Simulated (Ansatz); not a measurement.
# CuO under changes of volume

One of the cells (10.729 Å³/atom); the others are scaled copies at fixed shape and fractional positions:

```
CELL_PARAMETERS angstrom
2.87950 0.00000 0.00000
0.03907 2.87928 0.00000
0.01750 0.01724 5.17634
ATOMIC_POSITIONS crystal
Cu 0.00000 0.50000 0.00000
Cu 0.50000 0.00000 0.50000
O 0.99842 0.00167 0.74989
O 0.00158 0.99833 0.25011
```

The cell comes from a database or a generator and needn't be the stable form of this composition.

| Item | Value |
| --- | --- |
| Program | Ansatz 0.2.0 |
| Functional | RPBE |
| Potentials or basis | Ansatz PAW |
| Cutoff | 420 eV (not typed: the program's choice for these potentials) |
| k mesh | 9 × 9 × 5 |
| Occupations | fermi-dirac, width 0.05 eV |
| Spin | no spin polarisation |

```tsv
volume (Å³/atom)	energy over the lowest point (meV/atom)	pressure (GPa)
10.085	?	?
10.300	64.90	19.4
10.515	41.91	15.1
10.729	24.43	11.1
10.944	11.95	7.6
11.158	3.98	4.4
11.373	0.00	1.6
```

**Question.** What does the run at 10.085 Å³/atom give?

**Answer.** Energy over the lowest point 94.10 meV/atom; pressure 24.3 GPa.

Worked out: A Birch-Murnaghan fit of order 3 (a polynomial in V^(-2/3)) to the other rows has its minimum at 11.50 Å³/atom, just outside them, with B0 = V·E''(V) = 138 GPa and B' = 4.4 at fixed shape and positions, which overstates the stiffness. It gives 94.09 meV/atom at 10.085 Å³/atom, against the run's 94.10, and -dE/dV = 24.2 GPa, against 24.3.

Energies are extrapolated to zero smearing.

Caveats: the run has no spin polarisation, though such a crystal can be magnetic; the PAW data sets come from PBE, with cores solved anew for the run's functional, which leaves a small shift of forces and pressure.
